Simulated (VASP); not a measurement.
# BN (P6_3/mmc) in VASP: further runs, part 3 of 3

VASP 6.6.1.

**4. Relaxation of shape and atoms at fixed volume, PBE+D3(BJ) (a relaxed cell with its volume scaled by 0.91)**

INCAR

```
SYSTEM = BN
  ALGO = Fast
  EDIFF = 1E-7
  EDIFFG = -0.002
  ENCUT = 520
  GGA = PE
  IBRION = 2
  ISIF = 4
  ISMEAR = 0
  IVDW = 12
  LASPH = .True.
  LCHARG = .False.
  LREAL = .False.
  LWAVE = .False.
  NELM = 100
  NSW = 80
  PREC = Accurate
  SIGMA = 0.02
```

KPOINTS

```
k-points
0
Gamma
  9 9 4
  0 0 0
```

POSCAR

```
BN                                      
1.0
    2.4292301611      0.0000000000      0.0000000000
   -1.2146150806      2.1037750265      0.0000000000
    0.0000000000      0.0000000000      6.3817983042
  B               N             
     2     2
Direct
     0.3333333300000021    0.6666666699999979    0.2500000000000000
     0.6666666699999979    0.3333333300000021    0.7500000000000000
     0.3333333300000021    0.6666666699999979    0.7500000000000000
     0.6666666699999979    0.3333333300000021    0.2500000000000000
```

Potentials or basis: VASP PAW PBE potentials, release 64 (B, N).

Command:

```sh
$ cat potpaw_PBE.64/B/POTCAR potpaw_PBE.64/N/POTCAR > POTCAR
$ mpirun -np 1 vasp_std > vasp.out
```

OUTCAR:

```text
SYSTEM = BN
   EDIFF = 1E-7
   EDIFFG = -0.002
   ENCUT = 520
   GGA = PE
   IBRION = 2
   ISIF = 4
   ISMEAR = 0
   IVDW = 12
   LASPH = .True.
   LREAL = .False.
   NELM = 100
   NSW = 80
   PREC = Accurate
 IVDW          = 12

 ion  position               nearest neighbor table
   1  0.333  0.667  0.250-   4 1.40   4 1.40   4 1.40
   2  0.667  0.333  0.750-   3 1.40   3 1.40   3 1.40
   3  0.333  0.667  0.750-   2 1.40   2 1.40   2 1.40
   4  0.667  0.333  0.250-   1 1.40   1 1.40   1 1.40

  LATTYP: Found a hexagonal cell.
 ALAT       =     2.4292301611
 C/A-ratio  =     2.6270867234

  Lattice vectors:

 A1 = (   2.4292301611,   0.0000000000,   0.0000000000)
 A2 = (  -1.2146150806,   2.1037750265,   0.0000000000)
 A3 = (   0.0000000000,   0.0000000000,   6.3817983042)

Analysis of symmetry for initial positions (statically):
=====================================================================
 Subroutine PRICEL returns:
 Original cell was already a primitive cell.

 Routine SETGRP: Setting up the symmetry group for a
 hexagonal supercell.

 Subroutine GETGRP returns: Found 24 space group operations
 (whereof 12 operations were pure point group operations)
 out of a pool of 24 trial point group operations.

The static configuration has the point symmetry D_3d.
 The point group associated with its full space group is D_6h.

Analysis of symmetry for dynamics (positions and initial velocities):
=====================================================================
 Subroutine PRICEL returns:
 Original cell was already a primitive cell.

 Routine SETGRP: Setting up the symmetry group for a
 hexagonal supercell.

 Subroutine GETGRP returns: Found 24 space group operations
 (whereof 12 operations were pure point group operations)
 out of a pool of 24 trial point group operations.

The dynamic configuration has the point symmetry D_3d.
 The point group associated with its full space group is D_6h.

 Subroutine INISYM returns: Found 24 space group operations
 (whereof 12 operations are pure point group operations),
 and found     1 'primitive' translations

----------------------------------------------------------------------------------------

                                     Primitive cell

  volume of cell :      32.6145

  direct lattice vectors                    reciprocal lattice vectors
     2.429230161  0.000000000  0.000000000     0.411653048  0.237667999  0.000000000
    -1.214615081  2.103775027  0.000000000     0.000000000  0.475335997  0.000000000
     0.000000000  0.000000000  6.381798304     0.000000000  0.000000000  0.156695645

  length of vectors
     2.429230161  2.429230157  6.381798304     0.475335996  0.475335997  0.156695645

  position of ions in fractional coordinates (direct lattice)
     0.333333330  0.666666670  0.250000000
     0.666666670  0.333333330  0.750000000
     0.333333330  0.666666670  0.750000000
     0.666666670  0.333333330  0.250000000

  ion indices of the primitive-cell ions
   primitive index   ion index
                 1           1
                 2           2
                 3           3
                 4           4

----------------------------------------------------------------------------------------

 KPOINTS: k-points

Automatic generation of k-mesh.
 Grid dimensions read from file:
 generate k-points for:    9    9    4

 Generating k-lattice:
[... 46 lines left out ...]
   total plane-waves  NPLWV =  15552
   dimension x,y,z NGX =    18 NGY =   18 NGZ =   48
   dimension x,y,z NGXF=    36 NGYF=   36 NGZF=   96
   ions per type =               2   2
   NGX,Y,Z   is equivalent  to a cutoff of  12.32, 12.32, 12.50 a.u.
   NGXF,Y,Z  is equivalent  to a cutoff of  24.64, 24.64, 25.01 a.u.
 SYSTEM =  BN
   PREC   = accura    normal or accurate (medium, high low for compatibility)
   ISTART =      0    job   : 0-new  1-cont  2-samecut
   ICHARG =      2    charge: 1-file 2-atom 10-const
   ISPIN  =      1    spin polarized calculation?
   LNONCOLLINEAR =      F non collinear calculations
   LSORBIT =      F    spin-orbit coupling
   LASPH  =      T    aspherical Exc in radial PAW
   ENCUT  =  520.0 eV  38.22 Ry    6.18 a.u.   4.52  4.52 11.87*2*pi/ulx,y,z
   NELM   =    100;   NELMIN=  2; NELMDL= -5     # of ELM steps
   EDIFF  = 0.1E-06   stopping-criterion for ELM
   LREAL  =      F    real-space projection
   EDIFFG = -.2E-02   stopping-criterion for IOM
   NSW    =     80    number of steps for IOM
   IBRION =      2    ionic relax: 0-MD 1-quasi-New 2-CG
   NFREE  =      1    steps in history (QN), initial steepest desc. (CG)
   ISIF   =      4    stress and relaxation
   ISYM   =      2    0-nonsym 1-usesym 2-fastsym
   POTIM  = 0.5000    time-step for ionic-motion
   TEBEG  =    0.0;   TEEND  =   0.0 temperature during run
   PSTRESS=    0.0 pullay stress
   NELECT =      16.0000    total number of electrons
   NUPDOWN=      -1.0000    fix difference up-down
   EMIN   =  10.00;   EMAX   =-10.00  energy-range for DOS
   EFERMI =   0.00;   METHOD = LEGACY
   ISMEAR =     0;   SIGMA  =   0.02  broadening in eV -4-tet -1-fermi 0-gaus
   EFERMI_NEDOS =   21; number of points for ismear=-14 and -15
   IALGO  =     68    algorithm
   IMIX   =      4    mixing-type and parameters
     AMIX     =   0.40;   BMIX     =  1.00
     AMIX_MAG =   1.60;   BMIX_MAG =  1.00
  volume/ion in A,a.u.               =       8.15        55.02
  Fermi-wavevector in a.u.,A,eV,Ry     =   1.291153  2.439926 22.681958  1.667077
  Thomas-Fermi vector in A             =   2.422941
   LORBIT       =      0    0 simple, 1 ext, 2 COOP (PROOUT), +10 PAW based schemes
   GGA     = PE    functional components
   LHFCALC =     F    Hartree Fock is set to
   AEXX    =    0.0000 exact exchange contribution
   IVDW    =    12    specifies the selected vdW correction
   LEPSILON=     F    determine dielectric tensor
   LRPA    =     F    only Hartree local field effects (RPA)
 conjugate gradient relaxation of ions
 non-spin polarized calculation
 RMM-DIIS sequential band-by-band and
 Gauss-broadening in eV      SIGMA  =   0.02
  energy-cutoff  :      520.00
  volume of cell :       32.61
 maximum number of plane-waves:       912
 NGX is ok and might be reduce to    18
   NGX =  9   NGY =  9   NGZ = 23

--------------------------------------- Ionic step        1  -------------------------------------------

 number of electron      16.0000003 magnetization

 Free energy of the ion-electron system (eV)
  ---------------------------------------------------
  ext. energy  EPLUGINS =         0.00000000
  ---------------------------------------------------
  free energy    TOTEN  =       -34.83100873 eV

  energy without entropy =      -34.83100873  energy(sigma->0) =      -34.83100873

------------------------ aborting loop because EDIFF is reached ----------------------------------------

 Edisp (eV)   -0.62851

 E8    (eV) :    -0.1849
[... 111 lines left out ...]
  FREE ENERGIE OF THE ION-ELECTRON SYSTEM (eV)
  ---------------------------------------------------
  free  energy   TOTEN  =       -35.6775113615 eV

  energy  without entropy=      -35.6775113615  energy(sigma->0) =      -35.67751136

[... ionic steps 4 to 14 ...]

--------------------------------------- Ionic step       15  -------------------------------------------

 number of electron      16.0000000 magnetization

------------------------ aborting loop because EDIFF is reached ----------------------------------------
[... 79 lines left out ...]
--------------------------------------- Ionic step       17  -------------------------------------------

 number of electron      16.0000000 magnetization

 Free energy of the ion-electron system (eV)
  ---------------------------------------------------
  ext. energy  EPLUGINS =         0.00000000
  ---------------------------------------------------
  free energy    TOTEN  =       -35.04169359 eV

  energy without entropy =      -35.04169359  energy(sigma->0) =      -35.04169359

 E-fermi :   3.3205     XC(G=0): -10.7156

 val. band max:        3.1805359023   @ k =   0.3333   0.2222   0.0000
 cond. band min:       7.4587722546   @ k =   0.4444   0.1111   0.0000
 fundamental gap:      4.2782363523
 Fermi energy:         3.3205097835

 k-point     1 :       0.0000    0.0000    0.0000
  band No.  band energies     occupation
      1     -14.8704      2.00000
      2     -14.2864      2.00000
      3      -3.6169      2.00000
      4      -0.3354      2.00000
      5       1.7819      2.00000
      6       1.7819      2.00000
      7       1.8737      2.00000
      8       1.8737      2.00000
      9       9.1217      0.00000
     10      14.5608      0.00000
     11      14.6610      0.00000
     12      14.6610      0.00000
[... 331 lines left out ...]
 k-point    24 :       0.3333    0.3333    0.2500
  band No.  band energies     occupation
      1     -10.8768      2.00000
      2     -10.8768      2.00000
      3      -4.9308      2.00000
      4      -4.6999      2.00000
      5      -4.0425      2.00000
      6      -4.0425      2.00000
      7       2.9939      2.00000
      8       2.9939      2.00000
      9       7.9978      0.00000
     10       7.9978      0.00000
     11      14.0098      0.00000
     12      16.6063      0.00000

 [... further k-points ...]

------------------------ aborting loop because EDIFF is reached ----------------------------------------

 Edisp (eV)   -0.63582

 E8    (eV) :    -0.1881
[... 27 lines left out ...]
  FREE ENERGIE OF THE ION-ELECTRON SYSTEM (eV)
  ---------------------------------------------------
  free  energy   TOTEN  =       -35.6775100107 eV

  energy  without entropy=      -35.6775100107  energy(sigma->0) =      -35.67751001

 reached required accuracy - stopping structural energy minimisation
```

Run time: 38 s. Hardware: 1 thread of Intel Xeon 6975P-C (Granite Rapids), shared host; peak memory 0.16 GiB.

What came out:

```
Free energy                : -35.6775 eV
Energy gained by relaxing  : 54.5 meV/atom
Ionic steps                : 17
Pressure after relaxing    : 4.3 GPa
Band gap on the k mesh     : 4.28 eV, indirect (least direct gap 4.45 eV)
Dispersion energy per atom : -0.159 eV
```

The path:
```csv
step,energy change (eV),largest force (eV/Å),pressure (GPa),volume (Å³)
1,0.0000,0.0000,27.29,32.61
2,-0.2114,0.0000,0.60,32.61
3,-0.2180,0.0000,4.24,32.61
4,-0.2179,0.0000,4.67,32.61
5,-0.2179,0.0000,4.65,32.61
6,-0.2179,0.0000,4.64,32.61
7,-0.2179,0.0000,4.64,32.61
8,-0.2179,0.0000,4.64,32.61
9,-0.2179,0.0000,4.64,32.61
10,-0.2179,0.0000,4.63,32.61
11,-0.2179,0.0000,4.63,32.61
12,-0.2179,0.0000,4.62,32.61
13,-0.2179,0.0000,4.60,32.61
14,-0.2180,0.0000,4.56,32.61
15,-0.2180,0.0000,4.49,32.61
16,-0.2180,0.0000,4.35,32.61
17,-0.2180,0.0000,4.29,32.61
```

Final structure:
```yaml
crystal:
  lattice:
    - [2.49768, 0.00000, 0.00000]
    - [-1.24884, 2.16306, 0.00000]
    - [0.00000, 0.00000, 6.03678]
  atoms:
    - { symbol: B, position: [0.33333, 0.66667, 0.25000] }
    - { symbol: B, position: [0.66667, 0.33333, 0.75000] }
    - { symbol: N, position: [0.33333, 0.66667, 0.75000] }
    - { symbol: N, position: [0.66667, 0.33333, 0.25000] }
```

Caveat: an odd mesh through Γ misses points on the zone boundary, where band edges often lie.

**5. Relaxation of shape and atoms at fixed volume, PBE+D3(BJ) (a relaxed cell with its volume scaled by 1.09)**

INCAR is that of step 4.

KPOINTS is that of step 4.

POSCAR: that of step 4 with these lines changed.

```diff
@@ -2,5 +2,5 @@
 1.0
-    2.4292301611      0.0000000000      0.0000000000
-   -1.2146150806      2.1037750265      0.0000000000
-    0.0000000000      0.0000000000      6.3817983042
+    2.5798653120      0.0000000000      0.0000000000
+   -1.2899326560      2.2342288936      0.0000000000
+    0.0000000000      0.0000000000      6.7775299093
   B               N
```

Command:

```sh
$ cat potpaw_PBE.64/B/POTCAR potpaw_PBE.64/N/POTCAR > POTCAR
$ mpirun -np 1 vasp_std > vasp.out
```

Run time: 44 s. Hardware: 1 thread of Intel Xeon 6975P-C (Granite Rapids), shared host; peak memory 0.16 GiB.

The run converged. Its results:

```yaml
Free_energy: -35.7014 eV
Energy_gained_by_relaxing: 43.4 meV/atom
Ionic_steps: 16
Pressure_after_relaxing: -1.7 GPa
Band_gap_on_the_k_mesh: 4.47 eV, indirect (least direct gap 4.64 eV)
Dispersion_energy_per_atom: -0.128 eV
```

Step by step:
| step | energy change (eV) | largest force (eV/Å) | pressure (GPa) | volume (Å³) |
| --- | --- | --- | --- | --- |
| 1 | 0.0000 | 0.0000 | -17.93 | 39.07 |
| 2 | -0.1729 | 0.0000 | -2.82 | 39.07 |
| 3 | -0.1736 | 0.0000 | -1.72 | 39.07 |
| 4 | -0.1736 | 0.0000 | -2.06 | 39.07 |
| 5 | -0.1736 | 0.0000 | -2.05 | 39.07 |
| 6 | -0.1736 | 0.0000 | -2.04 | 39.07 |
| 7 | -0.1736 | 0.0000 | -2.04 | 39.07 |
| 8 | -0.1736 | 0.0000 | -2.04 | 39.07 |
| 9 | -0.1736 | 0.0000 | -2.03 | 39.07 |
| 10 | -0.1736 | 0.0000 | -2.03 | 39.07 |
| 11 | -0.1736 | 0.0000 | -2.03 | 39.07 |
| 12 | -0.1736 | 0.0000 | -2.01 | 39.07 |
| 13 | -0.1736 | 0.0000 | -2.00 | 39.07 |
| 14 | -0.1736 | 0.0000 | -1.96 | 39.07 |
| 15 | -0.1736 | 0.0000 | -1.89 | 39.07 |
| 16 | -0.1736 | 0.0000 | -1.75 | 39.07 |

Final structure:
```yaml
crystal:
  lattice:
    - [2.51153, 0.00000, 0.00000]
    - [-1.25577, 2.17505, 0.00000]
    - [0.00000, 0.00000, 7.15134]
  atoms:
    - { symbol: B, position: [0.33333, 0.66667, 0.25000] }
    - { symbol: B, position: [0.66667, 0.33333, 0.75000] }
    - { symbol: N, position: [0.33333, 0.66667, 0.75000] }
    - { symbol: N, position: [0.66667, 0.33333, 0.25000] }
```

Levels at points of the mesh, in eV from the valence-band top:
| k point | band 6 | band 7 | band 8 | band 9 | band 10 | band 11 |
| --- | --- | --- | --- | --- | --- | --- |
| (0.00, 0.00, 0.00) | -1.34 | -1.33 | -1.33 | 4.87 | 9.42 | 11.50 |
| (0.00, 0.00, 0.50) | -1.33 | -1.33 | -1.33 | 6.84 | 6.84 | 11.53 |

Caveat: an odd mesh through Γ misses points on the zone boundary, where band edges often lie.

**6. Overview**

| cell | gap on the mesh (eV) | pressure (GPa) |
| --- | --- | --- |
| relaxed at fixed volume from: a relaxed cell with its volume scaled by 0.94 | 4.33 | 2.4 |
| relaxed at fixed volume from: a relaxed cell with its volume scaled by 1.06 | 4.44 | -1.3 |
| relaxed at fixed volume from: a relaxed cell with its volume scaled by 0.91 | 4.28 | 4.3 |
| relaxed at fixed volume from: a relaxed cell with its volume scaled by 1.09 | 4.47 | -1.7 |

Alike in all rows: task relaxation of shape and atoms at fixed volume; level PBE+D3(BJ); potentials or basis VASP PAW PBE potentials, release 64 (B, N); no spin polarisation; k mesh 9 × 9 × 4; cutoff (eV) 520; smearing gaussian 0.02 eV.

Caveats: an odd mesh through Γ misses points on the zone boundary, where band edges often lie.

Absolute energies hang on the potentials; compare differences alone.
